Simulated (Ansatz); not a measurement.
Computed with Ansatz 0.2.0, DFT PBE, scalar-relativistic, plane waves, PAW. Settings: cutoff 420 eV, Γ-centred meshes spaced at most about 0.3 Å⁻¹, and about 0.25 Å⁻¹ or finer for metals (2π included), Gaussian smearing. No spin polarisation.

All energies are static (0 K, no zero-point motion).

Two forms of Si3Se2 were relaxed alike.

A.

```cif
data_structure
_symmetry_space_group_name_H-M 'R-3m:H'
_symmetry_Int_Tables_number 166
_cell_length_a 3.5097
_cell_length_b 3.5097
_cell_length_c 29.9166
_cell_angle_alpha 90.000
_cell_angle_beta 90.000
_cell_angle_gamma 120.000
_cell_volume 319.14
loop_
_atom_site_label
_atom_site_type_symbol
_atom_site_symmetry_multiplicity
_atom_site_Wyckoff_symbol
_atom_site_fract_x
_atom_site_fract_y
_atom_site_fract_z
_atom_site_occupancy
Si1 Si 3 b 0.33333 0.66667 0.16667 1
Si2 Si 6 c 0.66667 0.33333 0.21943 1
Se1 Se 6 c 0.00000 0.00000 0.26708 1
```

B.

```cif
data_structure
_symmetry_space_group_name_H-M 'R-3m:H'
_symmetry_Int_Tables_number 166
_cell_length_a 3.7358
_cell_length_b 3.7358
_cell_length_c 24.3236
_cell_angle_alpha 90.000
_cell_angle_beta 90.000
_cell_angle_gamma 120.000
_cell_volume 293.98
loop_
_atom_site_label
_atom_site_type_symbol
_atom_site_symmetry_multiplicity
_atom_site_Wyckoff_symbol
_atom_site_fract_x
_atom_site_fract_y
_atom_site_fract_z
_atom_site_occupancy
Si1 Si 3 a 0.00000 0.00000 0.00000 1
Si2 Si 6 c 0.00000 0.00000 0.18394 1
Se1 Se 6 c 0.33333 0.66667 0.05874 1
```

Question: Which would you expect to be lower, and how large is the difference?

Answer: A is lower, by 103 meV/atom. A has space group R-3m (No. 166), 21.3 Å³/atom and no gap on its mesh; B has space group R-3m (No. 166), 19.6 Å³/atom and no gap. Counting Se atoms around Si (those within 1.25 times the shortest such distance or 1.15 times the sum of covalent radii, 1.27 where that leaves under three; a plus sign parts nearer from farther groups; the shortest distance is added where it exceeds 1.18 times the sum of covalent radii; a slash parts the counts of unlike sites), A has Si 3/6 from 3.6 Å and B has Si 3+3 from 3.1 Å/6. B holds Si–Si nets (shortest 2.31 Å); in A the shortest Si–Si distance is 2.57 Å, near bonding range too. In A, Si on a site of symmetry -3m has 6 Si at 2.57 Å; around Si on a site of symmetry 3m lie 3 Se at 2.48 Å and 3 Si at 2.57 Å; Se has 3 Si at 2.48 Å. In B, Si on a site of symmetry -3m is surrounded by 6 Se at 2.59 Å; Si on a site of symmetry 3m is surrounded by 3 Si at 2.31 Å; around Se lie 3 Si at 2.59 Å. Both come from invented guesses. The lowest form computed isn't among them: it has space group I-4m2 (No. 119), 26.9 Å³/atom and lies 163 meV/atom below the best shown.

Weakly bound directions are ill-defined at this level, which has no dispersion term (R-3m at 21.3 Å³/atom), and this can change margins and order among such cells. Cells relaxed within their symmetry can be saddle points. Some candidate types were left out of the draw beforehand, so a known form may be missing.
